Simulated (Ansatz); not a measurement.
# ZnSe: band gap against volume per atom

All results are calculated (Ansatz 0.2.0). Periodic Kohn-Sham DFT of a crystal at fixed atoms; Kohn-Sham levels at symmetry points; band -1 is the highest filled and +1 the lowest empty one at that point, spin up along a +z start moment.

Cell of the first row (space group F-43m, No. 216):
```
CELL_PARAMETERS angstrom
0.00000 2.77600 2.77600
2.77600 0.00000 2.77600
2.77600 2.77600 0.00000
ATOMIC_POSITIONS crystal
Zn 0.00000 0.00000 0.00000
Se 0.75000 0.75000 0.75000
```

Settings of every row: method all-electron LAPW; functional PBE; relativity scalar; k mesh 8x8x8; filling fermi-dirac; smearing width 0.03 eV; basis error target 1 meV/atom; nucleus gaussian.

Atom start moment: 0 on all atoms.

Limits: semilocal functionals tend to give too small a gap; no spin-orbit coupling, which shifts gaps with heavier elements (ZnSe).

| row | volume per atom (Å³) | band gap (eV) | smallest direct gap on path (eV) |
| --- | --- | --- | --- |
| 1 | 21.391 | 1.544 | 1.544 |
| 2 | 21.846 | 1.457 | 1.457 |
| 3 | 22.301 | 1.372 | 1.372 |
| 4 | 22.529 | 1.331 | 1.331 |
| 5 | 22.757 | 1.29 | 1.29 |
| 6 | 22.984 | 1.251 | 1.251 |
| 7 | 23.212 | 1.212 | 1.212 |
| 8 | 23.667 | ? | ? |
| 9 | 24.122 | 1.062 | 1.062 |

Question: what band gap should row 8 give?

Worked fit of band gap. Take t = volume per atom − 23, in Å³. The shown rows have t = -1.609, -1.154, -0.699, -0.471, -0.243, -0.016, 0.212, 1.122. Least squares give band gap = 1.248 − 0.17317 × t + 0.00671 × t² eV; a straight line predicts inner rows, each left out in turn, worse (root mean square 0.0039 against 0.00041 eV). All shown rows lie on it to the printed digit. The withheld row has t = 0.667, so the fit gives 1.248 − 0.17317 × (0.667) + 0.00671 × (0.667)² = 1.135 eV.

The calculation gave 1.136 eV. The fit lies 0.001 eV (0.21 % of the column's range) below it, one unit of the last digit.

The other values of row 8: smallest direct gap on path 1.136 eV.
